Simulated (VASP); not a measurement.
A run of VASP 6.6.1 is set up as follows.

Contents of INCAR:

```
SYSTEM = SiC
PREC     = Accurate       ! precision mode
ENCUT    = 520            ! plane-wave cutoff, eV
EDIFF    = 1E-7           ! SCF threshold, eV
ISMEAR   = 0              ! smearing method
SIGMA    = 0.03           ! smearing width, eV
LREAL    = .False.        ! projectors in reciprocal space
LASPH    = .True.         ! aspherical terms in the spheres
NELM     = 80             ! most SCF steps
ALGO     = Fast           ! electronic algorithm
ISIF     = 2              ! what is computed and relaxed
LWAVE    = .False.        ! write WAVECAR
LCHARG   = .False.        ! write CHGCAR
GGA      = PE             ! functional
KPAR     = 4
```

The input KPOINTS:

```
Automatic mesh
0
Gamma
  6 6 6
  0 0 0
```

Contents of POSCAR:

```
SiC                                     
1.0
    0.0000000000      2.1790000000      2.1790000000
    2.1790000000      0.0000000000      2.1790000000
    2.1790000000      2.1790000000      0.0000000000
  Si              C             
     1     1
Direct
     0.0000000000000000    0.0000000000000000    0.0000000000000000
     0.2500000000000000    0.2500000000000000    0.2500000000000000
```

File KPOINTS_OPT:

```
explicit points
6
Reciprocal
 0.0000000000  0.0000000000  0.0000000000 1
 0.3750000000  0.3750000000  0.7500000000 1
 0.5000000000  0.5000000000  0.5000000000 1
 0.6250000000  0.2500000000  0.6250000000 1
 0.5000000000  0.2500000000  0.7500000000 1
 0.5000000000  0.0000000000  0.5000000000 1
```

Potentials or basis: VASP PAW PBE potentials, release 64 (Si, C).

Run with:

```bash
$ cat potpaw_PBE.64/Si/POTCAR potpaw_PBE.64/C/POTCAR > POTCAR
$ mpirun -np 4 vasp_std > vasp.out
```

(1) Estimate the pressure.

(2) What does it give for the band gap along the path?

## Answers

(1) 3.3 GPa.

(2) 1.35 eV, indirect (least direct gap 4.54 eV).

**Measured values to compare with.**

“Insight into the structural, elastic and electronic properties of a new orthorhombic 6O-SiC polytype”, 2020, pmc:7200658 quotes, for a bulk crystal of SiC: band gap 2.4 eV (indirect).

Against the measured gap of SiC, 2.4 eV (indirect; quoted in “Insight into the structural, elastic and electronic properties of a new orthorhombic 6O-SiC polytype”, 2020, pmc:7200658), the calculated 1.35 eV is off by -1.05 eV. The value is that of PBE, without temperature or zero-point motion. Semilocal functionals fall short of measured gaps as a rule.
